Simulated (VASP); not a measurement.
# CsI (Pm-3m) in VASP: further runs

One crystal, CsI, is run at these levels: r2SCAN; tasks: electric field gradients.

All numbers are computed with VASP 6.6.1; they aren't measurements. Logs are shortened: lines on timing, memory, paths and dates and some standing lists are left out, and cuts for length are marked.

### Step 1. The undisturbed crystal

The structure is cubic, space group Pm-3m (No. 221). Conventional cell: a = 4.665 Å, b = 4.665 Å, c = 4.665 Å, α = 90.00°, β = 90.00°, γ = 90.00°. Cs (site symmetry m-3m) is surrounded by 8 I at 4.04 Å. I (site symmetry m-3m) is surrounded by 8 Cs at 4.04 Å.

The cell comes from a database or a generator and needn't be the stable form of this composition.

### Step 2. Electric field gradients, r2SCAN (volume scaled by 1.05)

The input, POSCAR:

```
CsI
1.0
    4.7417044806      0.0000000000      0.0000000000
    0.0000000000      4.7417044806      0.0000000000
    0.0000000000      0.0000000000      4.7417044806
Cs I
1 1
Direct
    0.0000000000      0.0000000000      0.0000000000
    0.5000000000      0.5000000000      0.5000000000
```

The input, INCAR.step1:

```
ALGO = Normal
EDIFF = 1E-4
ENCUT = 520
GGA = PE
ISMEAR = -1
LASPH = True
LCHARG = False
LREAL = False
LWAVE = True
NBANDS = 15
NELM = 100
PREC = Accurate
SIGMA = 0.02
```

The input, INCAR.step2:

```
ALGO = Normal
EDIFF = 1E-8
ENCUT = 520
ISIF = 2
ISMEAR = -1
ISTART = 1
LASPH = True
LCHARG = False
LEFG = True
LMIXTAU = True
LREAL = False
LWAVE = False
METAGGA = R2SCAN
NBANDS = 15
NELM = 100
PREC = Accurate
SIGMA = 0.02
```

The input, KPOINTS:

```
k-points
0
Gamma
  7 7 7
```

Potentials or basis: VASP PAW PBE potentials, release 64 (Cs_sv, I).

The run is started by

```console
> cat potpaw_PBE.64/Cs_sv/POTCAR potpaw_PBE.64/I/POTCAR > POTCAR
> cp INCAR.step1 INCAR
> mpirun -np 1 vasp_std > vasp.out
> cp INCAR.step2 INCAR
> mpirun -np 1 vasp_std > vasp.out
```

OUTCAR:

```text
EDIFF = 1E-8
   ENCUT = 520
   ISIF = 2
   ISMEAR = -1
   ISTART = 1
   LASPH = True
   LREAL = False
   METAGGA = R2SCAN
   NELM = 100
   PREC = Accurate

 ion  position               nearest neighbor table
   1  0.000  0.000  0.000-
   2  0.500  0.500  0.500-

  LATTYP: Found a simple cubic cell.
 ALAT       =     4.7417044806

  Lattice vectors:

 A1 = (   4.7417044806,   0.0000000000,   0.0000000000)
 A2 = (   0.0000000000,   4.7417044806,   0.0000000000)
 A3 = (   0.0000000000,   0.0000000000,   4.7417044806)

Analysis of symmetry for initial positions (statically):
=====================================================================
 Subroutine PRICEL returns:
 Original cell was already a primitive cell.

 Routine SETGRP: Setting up the symmetry group for a
 simple cubic supercell.

 Subroutine GETGRP returns: Found 48 space group operations
 (whereof 48 operations were pure point group operations)
 out of a pool of 48 trial point group operations.

The static configuration has the point symmetry O_h .

Analysis of symmetry for dynamics (positions and initial velocities):
=====================================================================
 Subroutine PRICEL returns:
 Original cell was already a primitive cell.

 Routine SETGRP: Setting up the symmetry group for a
 simple cubic supercell.

 Subroutine GETGRP returns: Found 48 space group operations
 (whereof 48 operations were pure point group operations)
 out of a pool of 48 trial point group operations.

The dynamic configuration has the point symmetry O_h .

 Subroutine INISYM returns: Found 48 space group operations
 (whereof 48 operations are pure point group operations),
 and found     1 'primitive' translations

----------------------------------------------------------------------------------------

                                     Primitive cell

  volume of cell :     106.6114

  direct lattice vectors                    reciprocal lattice vectors
     4.741704481  0.000000000  0.000000000     0.210894627  0.000000000  0.000000000
     0.000000000  4.741704481  0.000000000     0.000000000  0.210894627  0.000000000
     0.000000000  0.000000000  4.741704481     0.000000000  0.000000000  0.210894627

  length of vectors
     4.741704481  4.741704481  4.741704481     0.210894627  0.210894627  0.210894627

  position of ions in fractional coordinates (direct lattice)
     0.000000000  0.000000000  0.000000000
     0.500000000  0.500000000  0.500000000

  ion indices of the primitive-cell ions
   primitive index   ion index
                 1           1
                 2           2

----------------------------------------------------------------------------------------

 KPOINTS: k-points

Automatic generation of k-mesh.
 Grid dimensions read from file:
 generate k-points for:    7    7    7

 Generating k-lattice:

  Cartesian coordinates                     Fractional coordinates (reciprocal lattice)
     0.030127804  0.000000000  0.000000000     0.142857143  0.000000000  0.000000000
     0.000000000  0.030127804  0.000000000     0.000000000  0.142857143  0.000000000
     0.000000000  0.000000000  0.030127804     0.000000000  0.000000000  0.142857143

  Length of vectors
     0.030127804  0.030127804  0.030127804

  Shift w.r.t. Gamma in fractional coordinates (k-lattice)
     0.000000000  0.000000000  0.000000000

 Subroutine IBZKPT returns following result:
 ===========================================

 Found     20 irreducible k-points:

 Following reciprocal coordinates:
            Coordinates               Weight
  0.000000  0.000000  0.000000      1.000000
  0.142857  0.000000  0.000000      6.000000
  0.285714  0.000000  0.000000      6.000000
  0.428571  0.000000  0.000000      6.000000
  0.142857  0.142857  0.000000     12.000000
  0.285714  0.142857  0.000000     24.000000
[... 12 lines left out ...]
  0.428571  0.428571  0.285714     24.000000
  0.428571  0.428571  0.428571      8.000000
   k-points           NKPTS =     20   k-points in BZ     NKDIM =     20   number of bands    NBANDS=     15
   number of dos      NEDOS =    301   number of ions     NIONS =      2
   total plane-waves  NPLWV =  46656
   dimension x,y,z NGX =    36 NGY =   36 NGZ =   36
   dimension x,y,z NGXF=    72 NGYF=   72 NGZF=   72
   ions per type =               1   1
   NGX,Y,Z   is equivalent  to a cutoff of  12.62, 12.62, 12.62 a.u.
   NGXF,Y,Z  is equivalent  to a cutoff of  25.24, 25.24, 25.24 a.u.
 SYSTEM =  unknown system
   PREC   = accura    normal or accurate (medium, high low for compatibility)
   ISTART =      1    job   : 0-new  1-cont  2-samecut
   ICHARG =      0    charge: 1-file 2-atom 10-const
   ISPIN  =      1    spin polarized calculation?
   LNONCOLLINEAR =      F non collinear calculations
   LSORBIT =      F    spin-orbit coupling
   LASPH  =      T    aspherical Exc in radial PAW
   ENCUT  =  520.0 eV  38.22 Ry    6.18 a.u.   8.82  8.82  8.82*2*pi/ulx,y,z
   NELM   =    100;   NELMIN=  2; NELMDL=  0     # of ELM steps
   EDIFF  = 0.1E-07   stopping-criterion for ELM
   LREAL  =      F    real-space projection
   EDIFFG = 0.1E-06   stopping-criterion for IOM
   NSW    =      0    number of steps for IOM
   IBRION =     -1    ionic relax: 0-MD 1-quasi-New 2-CG
   NFREE  =      0    steps in history (QN), initial steepest desc. (CG)
   ISIF   =      2    stress and relaxation
   ISYM   =      2    0-nonsym 1-usesym 2-fastsym
   POTIM  = 0.5000    time-step for ionic-motion
   TEBEG  =    0.0;   TEEND  =   0.0 temperature during run
   PSTRESS=    0.0 pullay stress
   NELECT =      16.0000    total number of electrons
   NUPDOWN=      -1.0000    fix difference up-down
   EMIN   =  10.00;   EMAX   =-10.00  energy-range for DOS
   EFERMI =   0.00;   METHOD = LEGACY
   ISMEAR =    -1;   SIGMA  =   0.02  broadening in eV -4-tet -1-fermi 0-gaus
   EFERMI_NEDOS =   21; number of points for ismear=-14 and -15
   IALGO  =     38    algorithm
   IMIX   =      4    mixing-type and parameters
     AMIX     =   0.40;   BMIX     =  1.00
     AMIX_MAG =   1.60;   BMIX_MAG =  1.00
  volume/ion in A,a.u.               =      53.31       359.72
  Fermi-wavevector in a.u.,A,eV,Ry     =   0.869989  1.644040 10.297985  0.756881
  Thomas-Fermi vector in A             =   1.988890
   LORBIT       =      0    0 simple, 1 ext, 2 COOP (PROOUT), +10 PAW based schemes
   METAGGA = R2SCAN    functional components
   LHFCALC =     F    Hartree Fock is set to
   AEXX    =    0.0000 exact exchange contribution
   IVDW    =     0    specifies the selected vdW correction
   LEPSILON=     F    determine dielectric tensor
   LRPA    =     F    only Hartree local field effects (RPA)
 non-spin polarized calculation
  energy-cutoff  :      520.00
  volume of cell :      106.61
 maximum number of plane-waves:      2897
 NGX is ok and might be reduce to    36

 number of electron      15.9999995 magnetization

 Free energy of the ion-electron system (eV)
  ---------------------------------------------------
  ext. energy  EPLUGINS =         0.00000000
  ---------------------------------------------------
  free energy    TOTEN  =       -53.10378812 eV

  energy without entropy =      -53.10378812  energy(sigma->0) =      -53.10378812

 E-fermi :   0.2934     XC(G=0):  -7.6248

 val. band max:       -0.1370239763   @ k =   0.4286   0.4286   0.0000
 cond. band min:       4.0978086666   @ k =   0.0000   0.0000   0.0000
 fundamental gap:      4.2348326428
 Fermi energy:         0.2934289515

 k-point     1 :       0.0000    0.0000    0.0000
  band No.  band energies     occupation
      1     -21.2378      2.00000
      2     -10.9214      2.00000
      3      -7.5786      2.00000
      4      -7.5786      2.00000
      5      -7.5786      2.00000
      6      -0.2176      2.00000
      7      -0.2176      2.00000
      8      -0.2176      2.00000
      9       4.0978      0.00000
     10       4.6396      0.00000
     11       4.6396      0.00000
     12       8.0429      0.00000
     13       8.0429      0.00000
     14       8.0429      0.00000
     15      10.3239      0.00000

 k-point     2 :       0.1429    0.0000    0.0000
  band No.  band energies     occupation
      1     -21.2349      2.00000
      2     -10.9202      2.00000
      3      -7.6021      2.00000
      4      -7.5711      2.00000
      5      -7.5711      2.00000
      6      -0.5019      2.00000
      7      -0.2331      2.00000
      8      -0.2331      2.00000
      9       4.4908      0.00000
     10       4.7538      0.00000
     11       5.0181      0.00000
     12       7.9776      0.00000
     13       7.9776      0.00000
     14       8.1287      0.00000
     15       9.4911      0.00000

 k-point     3 :       0.2857    0.0000    0.0000
  band No.  band energies     occupation
      1     -21.2284      2.00000
      2     -10.9183      2.00000
      3      -7.6506      2.00000
      4      -7.5540      2.00000
      5      -7.5540      2.00000
      6      -1.0228      2.00000
      7      -0.2688      2.00000
      8      -0.2688      2.00000
      9       5.0755      0.00000
     10       5.3699      0.00000
     11       5.9350      0.00000
     12       7.9344      0.00000
     13       7.9344      0.00000
     14       8.2918      0.00000
     15       8.3539      0.00000
[... 271 lines left out ...]
 k-point    19 :       0.4286    0.4286    0.2857
  band No.  band energies     occupation
      1     -21.2014      2.00000
      2     -10.7482      2.00000
      3      -7.7774      2.00000
      4      -7.7732      2.00000
      5      -7.6720      2.00000
      6      -1.0496      2.00000
      7      -1.0429      2.00000
      8      -0.7990      2.00000
      9       5.9073      0.00000
     10       6.5338      0.00000
     11       6.7588      0.00000
     12       7.1844      0.00000
     13       8.3368      0.00000
     14       8.3800      0.00000
     15       9.9374      0.00000

 k-point    20 :       0.4286    0.4286    0.4286
  band No.  band energies     occupation
      1     -21.1968      2.00000
      2     -10.7192      2.00000
      3      -7.7591      2.00000
      4      -7.7542      2.00000
      5      -7.7542      2.00000
      6      -1.1325      2.00000
      7      -1.1325      2.00000
      8      -1.0813      2.00000
      9       6.6690      0.00000
     10       7.0375      0.00000
     11       7.0375      0.00000
     12       7.9287      0.00000
     13       7.9610      0.00000
     14       7.9610      0.00000
     15       9.8642      0.00000

------------------------ aborting loop because EDIFF is reached ----------------------------------------

  FORCE on cell =-STRESS in cart. coord.  units (eV):
  Direction    XX          YY          ZZ          XY          YZ          ZX
  --------------------------------------------------------------------------------------
  -------------------------------------------------------------------------------------
  Total       -0.5340558     -0.5340558     -0.5340558     -0.0000000      0.0000000     -0.0000000
  in kB       -8.0259004     -8.0259004     -8.0259004     -0.0000000      0.0000000     -0.0000000
  external PRESSURE =      -8.0259004 kB  Pullay stress =       0.0000000 kB

 VOLUME and BASIS-vectors are now :
 -----------------------------------------------------------------------------
  energy-cutoff  :      520.00
  volume of cell :      106.61
      direct lattice vectors                 reciprocal lattice vectors
     4.741704481  0.000000000  0.000000000     0.210894627  0.000000000  0.000000000
     0.000000000  4.741704481  0.000000000     0.000000000  0.210894627  0.000000000
     0.000000000  0.000000000  4.741704481     0.000000000  0.000000000  0.210894627

 POSITION                                       TOTAL-FORCE (eV/Angst)
 -----------------------------------------------------------------------------------
      0.00000      0.00000      0.00000         0.000000      0.000000      0.000000
      2.37085      2.37085      2.37085         0.000000      0.000000      0.000000
 -----------------------------------------------------------------------------------
    total drift:                                0.000000      0.000000      0.000000

  FREE ENERGIE OF THE ION-ELECTRON SYSTEM (eV)
  ---------------------------------------------------
  free  energy   TOTEN  =       -53.1037881218 eV

  energy  without entropy=      -53.1037881218  energy(sigma->0) =      -53.10378812

 Electric field gradients (V/A^2)
---------------------------------------------------------------------
 ion       V_xx      V_yy      V_zz      V_xy      V_xz      V_yz
---------------------------------------------------------------------
   1       0.000     0.000    -0.000    -0.000    -0.000     0.000
   2      -0.000    -0.000    -0.000     0.000    -0.000     0.000
---------------------------------------------------------------------

 Electric field gradients after diagonalization (V/A^2)
 (convention: |V_zz| > |V_xx| > |V_yy|)
----------------------------------------------------------------------
 ion       V_xx      V_yy      V_zz     asymmetry (V_yy - V_xx)/ V_zz
----------------------------------------------------------------------
   1       0.000     0.000    -0.000       0.042
   2      -0.000    -0.000    -0.000      -0.100
----------------------------------------------------------------------

           NMR quadrupolar parameters

 Cq : quadrupolar parameter    Cq=e*Q*V_zz/h
 eta: asymmetry parameters     (V_yy - V_xx)/ V_zz
 Q  : nuclear electric quadrupole moment in mb (millibarn)
----------------------------------------------------------------------
 ion       Cq(MHz)       eta       Q (mb)
----------------------------------------------------------------------
   1      -0.000       0.042       1.000
   2      -0.000      -0.100       1.000
----------------------------------------------------------------------
```

It took 68 s on 1 thread of Intel Xeon Platinum 8488C (Sapphire Rapids), shared host; peak memory 0.22 GiB.

Results:

- Free energy: -53.1038 eV
- Pressure: -0.8 GPa
- Band gap on the k mesh: 4.23 eV, indirect (least direct gap 4.32 eV)

Electric field gradients, principal values (V/Å²):
```csv
atom,Vxx,Vyy,Vzz
1 Cs,0.000,0.000,0.000
2 I,0.000,0.000,0.000
```

Caveat: the PAW data sets were made with another functional, which shifts forces and pressure a little; spin-orbit coupling is left out, which moves the levels of the heavy elements; an odd mesh through Γ misses points on the zone boundary, where band edges often lie.

(Part 1 of 2 ends here.)
